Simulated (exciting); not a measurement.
# SrO (Fm-3m) in exciting: reference runs

Reference runs on SrO: the cell as given.

All numbers are computed with exciting (release sodium); they aren't measurements. Logs are shortened: lines on timing, memory, paths and dates and some standing lists are left out, and cuts for length are marked.

**1. Starting point**

Symmetry: Fm-3m, No. 225, cubic system. Conventional cell: a = 5.133 Å, b = 5.133 Å, c = 5.133 Å, α = 90.00°, β = 90.00°, γ = 90.00°. Around Sr (site symmetry m-3m) lie 6 O at 2.57 Å. O (site symmetry m-3m) has 6 Sr at 2.57 Å as nearest neighbours.

**2. Single point, PBE**

input.xml reads:

```xml
<input>
  <title>SrO</title>
  <structure speciespath="./" tshift="false">
    <crystal scale="1">
      <basevect>0.000000000000 4.849604153627 4.849604153627</basevect>
      <basevect>4.849604153627 0.000000000000 4.849604153627</basevect>
      <basevect>4.849604153627 4.849604153627 0.000000000000</basevect>
    </crystal>
    <species speciesfile="Sr.xml" rmt="2.3">
      <atom coord="0.500000000000 0.500000000000 0.500000000000"/>
    </species>
    <species speciesfile="O.xml" rmt="1.45">
      <atom coord="0.000000000000 0.000000000000 0.000000000000"/>
    </species>
  </structure>
  <groundstate do="fromscratch" ngridk="9 9 9" rgkmax="7.5" gmaxvr="14" lmaxapw="10" lmaxmat="10" lmaxvr="8" xctype="GGA_PBE" stype="Fermi Dirac" swidth="0.00183747" nempty="10" ValenceRelativity="iora*" epsengy="1e-05" epspot="1e-05" maxscl="60" tforce="true" outputlevel="normal"/>
  <properties>
    <chargedensityplot>
      <plot3d>
        <box grid="19 19 19">
          <origin coord="0 0 0"/>
          <point coord="1 0 0"/>
          <point coord="0 1 0"/>
          <point coord="0 0 1"/>
        </box>
      </plot3d>
    </chargedensityplot>
    <elfplot>
      <plot3d>
        <box grid="19 19 19">
          <origin coord="0 0 0"/>
          <point coord="1 0 0"/>
          <point coord="0 1 0"/>
          <point coord="0 0 1"/>
        </box>
      </plot3d>
    </elfplot>
    <exccplot>
      <plot3d>
        <box grid="19 19 19">
          <origin coord="0 0 0"/>
          <point coord="1 0 0"/>
          <point coord="0 1 0"/>
          <point coord="0 0 1"/>
        </box>
      </plot3d>
    </exccplot>
  </properties>
</input>
```

Potentials or basis: all-electron LAPW+lo, shipped species files, valence relativity iora*.

Run with:

```bash
OMP_NUM_THREADS=1 exciting_smp
```

INFO.OUT:

```text
================================================================================
EXCITING SODIUM started
[... 10 lines left out ...]

 Lattice vectors (cartesian) :
      0.0000000000      4.8496041536      4.8496041536
      4.8496041536      0.0000000000      4.8496041536
      4.8496041536      4.8496041536      0.0000000000

 Reciprocal lattice vectors (cartesian) :
     -0.6478039349      0.6478039349      0.6478039349
      0.6478039349     -0.6478039349      0.6478039349
      0.6478039349      0.6478039349     -0.6478039349

 Unit cell volume                           :     228.1123867818
 Brillouin zone volume                      :       1.0874035248

 Species :    1 (Sr)
     parameters loaded from                 :    Sr.xml
     name                                   :    strontium
     nuclear charge                         :     -38.00000000
     electronic charge                      :      38.00000000
     atomic mass                            :  159721.48900000
     muffin-tin radius                      :       2.30000000
     # of radial points in muffin-tin       :     400

     atomic positions (lattice) :
       1 :   0.50000000  0.50000000  0.50000000

 Species :    2 (O)
     parameters loaded from                 :    O.xml
     name                                   :    oxygen
     nuclear charge                         :      -8.00000000
     electronic charge                      :       8.00000000
     atomic mass                            :   29165.12203000
     muffin-tin radius                      :       1.45000000
     # of radial points in muffin-tin       :     250

     atomic positions (lattice) :
       1 :   0.00000000  0.00000000  0.00000000

 Total number of atoms per unit cell        :       2

 Spin treatment                             :    spin-unpolarised

 Number of Bravais lattice symmetries       :      48
 Number of crystal symmetries               :      48

 k-point grid                               :       9    9    9
 Total number of k-points                   :      35
 k-point set is reduced with crystal symmetries

 R^MT_min * |G+k|_max (rgkmax)              :       7.50000000
 Species with R^MT_min                      :       2 (O)
 Maximum |G+k| for APW functions            :       5.17241379
 Maximum |G| for potential and density      :      14.00000000

 G-vector grid sizes                        :      32    32    32
 Total number of G-vectors                  :   10657

 Maximum angular momentum used for
     APW functions                          :      10
     computing H and O matrix elements      :      10
     potential and density                  :       8
     inner part of muffin-tin               :       2

 Total nuclear charge                       :     -46.00000000
 Total electronic charge                    :      46.00000000
 Total core charge                          :      30.00000000
 Total valence charge                       :      16.00000000

 Number of empty states                     :      10
 Total number of valence states             :      19

 Maximum Hamiltonian size                   :     555
 Maximum number of plane-waves              :     543
 Total number of local-orbitals             :      12

 Exchange-correlation type                  :      20
[... 23 lines left out ...]
+ SCF iteration number :    1                                                  +
++++++++++++++++++++++++++++++++++++++++++++++++++++++++++++++++++++++++++++++++
 Total energy                               :     -3256.89177271
 _______________________________________________________________
 Fermi energy                               :         0.19007492
 Kinetic energy                             :      3350.76423478
 Coulomb energy                             :     -6493.38660008
 Exchange energy                            :      -112.10271386
 Correlation energy                         :        -2.16669356

 DOS at Fermi energy (states/Ha/cell)       :         0.00000000

 Electron charges :
     core                                   :        30.00000000
     core leakage                           :         0.00018188
     valence                                :        16.00000000
     interstitial                           :         3.33719480
     charge in muffin-tin spheres :
                  atom     1    Sr          :        35.36579373
                  atom     2     O          :         7.29701147
     total charge in muffin-tins            :        42.66280520
     total charge                           :        46.00000000

 Estimated fundamental gap                  :         0.24227845
        valence-band maximum at   24      0.4444  0.4444  0.0000
     conduction-band minimum at   24      0.4444  0.4444  0.0000

++++++++++++++++++++++++++++++++++++++++++++++++++++++++++++++++++++++++++++++++
+ SCF iteration number :    2                                                  +
++++++++++++++++++++++++++++++++++++++++++++++++++++++++++++++++++++++++++++++++
 Total energy                               :     -3256.61039715
 _______________________________________________________________
 Fermi energy                               :         0.24186128
 Kinetic energy                             :      3349.73148850
 Coulomb energy                             :     -6492.38365089
 Exchange energy                            :      -111.78721857
 Correlation energy                         :        -2.17101619

 DOS at Fermi energy (states/Ha/cell)       :         0.00000000

 Electron charges :
     core                                   :        30.00000000
     core leakage                           :         0.00017927
     valence                                :        16.00000000
     interstitial                           :         3.73493359
     charge in muffin-tin spheres :
                  atom     1    Sr          :        35.50924138
                  atom     2     O          :         6.75582503
     total charge in muffin-tins            :        42.26506641
     total charge                           :        46.00000000

 Estimated fundamental gap                  :         0.14554574
        valence-band maximum at    1      0.0000  0.0000  0.0000
     conduction-band minimum at   24      0.4444  0.4444  0.0000

 RMS change in effective potential (target) :   3.65319      ( 0.100000E-04)
 Absolute change in total energy   (target) :  0.281376      ( 0.100000E-04)
 Charge distance                   (target) :  0.236765E-01  ( 0.100000E-04)
 Abs. change in max-nonIBS-force   (target) :   0.00000      ( 0.500000E-04)

++++++++++++++++++++++++++++++++++++++++++++++++++++++++++++++++++++++++++++++++
+ SCF iteration number :    3                                                  +
++++++++++++++++++++++++++++++++++++++++++++++++++++++++++++++++++++++++++++++++
 Total energy                               :     -3256.30079254
 _______________________________________________________________
 Fermi energy                               :         0.25653661
 Kinetic energy                             :      3349.69097884
 Coulomb energy                             :     -6492.09854101
 Exchange energy                            :      -111.72083521
 Correlation energy                         :        -2.17239515
[... 626 lines left out ...]
 Electron charges :
     core                                   :        30.00000000
     core leakage                           :         0.00018053
     valence                                :        16.00000000
     interstitial                           :         3.81323628
     charge in muffin-tin spheres :
                  atom     1    Sr          :        35.55175439
                  atom     2     O          :         6.63500933
     total charge in muffin-tins            :        42.18676372
     total charge                           :        46.00000000

 Estimated fundamental gap                  :         0.12414152
        valence-band maximum at    1      0.0000  0.0000  0.0000
     conduction-band minimum at   24      0.4444  0.4444  0.0000

 RMS change in effective potential (target) :  0.209584E-06  ( 0.100000E-04)
 Absolute change in total energy   (target) :  0.704166E-05  ( 0.100000E-04)
 Charge distance                   (target) :  0.802218E-08  ( 0.100000E-04)
 Abs. change in max-nonIBS-force   (target) :   0.00000      ( 0.500000E-04)

++++++++++++++++++++++++++++++++++++++++++++++++++++++++++++++++++++++++++++++++
+ SCF iteration number :   23                                                  +
++++++++++++++++++++++++++++++++++++++++++++++++++++++++++++++++++++++++++++++++
 Total energy                               :     -3255.23681545
 _______________________________________________________________
 Fermi energy                               :         0.27258391
 Kinetic energy                             :      3350.46170670
 Coulomb energy                             :     -6491.81211132
 Exchange energy                            :      -111.71426416
 Correlation energy                         :        -2.17214667

 DOS at Fermi energy (states/Ha/cell)       :         0.00000000

 Electron charges :
     core                                   :        30.00000000
     core leakage                           :         0.00018053
     valence                                :        16.00000000
     interstitial                           :         3.81323635
     charge in muffin-tin spheres :
                  atom     1    Sr          :        35.55175442
                  atom     2     O          :         6.63500923
     total charge in muffin-tins            :        42.18676365
     total charge                           :        46.00000000

 Estimated fundamental gap                  :         0.12414151
        valence-band maximum at    1      0.0000  0.0000  0.0000
     conduction-band minimum at   24      0.4444  0.4444  0.0000

 RMS change in effective potential (target) :  0.793342E-08  ( 0.100000E-04)
 Absolute change in total energy   (target) :  0.860809E-07  ( 0.100000E-04)
 Charge distance                   (target) :  0.451242E-08  ( 0.100000E-04)
 Abs. change in max-nonIBS-force   (target) :   0.00000      ( 0.500000E-04)

++++++++++++++++++++++++++++++++++++++++++++++++++++++++++++++++++++++++++++++++
| Convergency criteria checked for the last 2 iterations                       +
| Convergence targets achieved. Performing final SCF iteration                 +
++++++++++++++++++++++++++++++++++++++++++++++++++++++++++++++++++++++++++++++++
 Total energy                               :     -3255.23681479
 _______________________________________________________________
 Fermi energy                               :         0.27258391
 Kinetic energy                             :      3350.46170695
 Coulomb energy                             :     -6491.81211094
 Exchange energy                            :      -111.71426413
 Correlation energy                         :        -2.17214667

 DOS at Fermi energy (states/Ha/cell)       :         0.00000000

 Electron charges :
     core                                   :        30.00000000
     core leakage                           :         0.00018053
     valence                                :        16.00000000
     interstitial                           :         3.81323636
     charge in muffin-tin spheres :
                  atom     1    Sr          :        35.55175442
                  atom     2     O          :         6.63500923
     total charge in muffin-tins            :        42.18676364
     total charge                           :        46.00000000

 Estimated fundamental gap                  :         0.12414151
        valence-band maximum at    1      0.0000  0.0000  0.0000
     conduction-band minimum at   24      0.4444  0.4444  0.0000

++++++++++++++++++++++++++++++++++++++++++++++++++++++++++++++++++++++++++++++++
+ Self-consistent loop stopped                                                 +
++++++++++++++++++++++++++++++++++++++++++++++++++++++++++++++++++++++++++++++++
 STATE.OUT is written

--------------------------------------------------------------------------------
- Writing atomic positions and forces                                          -
--------------------------------------------------------------------------------

 Atomic positions (lattice) :
 atom     1  Sr  :     0.50000000    0.50000000    0.50000000
 atom     2   O  :     0.00000000    0.00000000    0.00000000

 Total atomic forces including IBS (cartesian) :
 atom     1  Sr  :     0.00000000    0.00000000   -0.00000000
 atom     2   O  :    -0.00000000   -0.00000000    0.00000000

 Atomic force components including IBS (cartesian) :
 atom     1  Sr  :     0.00000000    0.00000000   -0.00000000   HF force
                 :    -0.00000000   -0.00000000    0.00000000   core correction
                 :     0.00000000   -0.00000000   -0.00000000   IBS correction
 atom     2   O  :    -0.00000000   -0.00000000    0.00000000   HF force
                 :     0.00000000    0.00000000   -0.00000000   core correction
                 :    -0.00000000    0.00000000    0.00000000   IBS correction

********************************************************************************
[... 7 lines left out ...]
| EXCITING SODIUM stopped                                                      =
================================================================================
```

Run time: 5.8 min. Hardware: 1 thread of AMD EPYC 7R43 (Zen 3), shared host; peak memory 0.14 GiB.

Results:

```
Free energy                                       : -88579.5063 eV
Band gap on the k mesh                            : 3.38 eV, indirect (least direct gap 3.46 eV)
All electrons inside the program's atomic spheres : Sr 35.55; O 6.64 (radii Sr 2.3, O 1.45 bohr)
```

Levels at points of the mesh, in eV from the valence-band top:
| k point | band 5 | band 6 | band 7 | band 8 | band 9 | band 10 | band 11 | band 12 |
| --- | --- | --- | --- | --- | --- | --- | --- | --- |
| (0.00, 0.00, 0.00) | -13.92 | 0.00 | 0.00 | 0.00 | 4.07 | 6.28 | 6.28 | 6.28 |

Caveat: an odd mesh through Γ misses points on the zone boundary, where band edges often lie. Expect the measured gap to be larger: semilocal functionals such as PBE lack the derivative discontinuity.
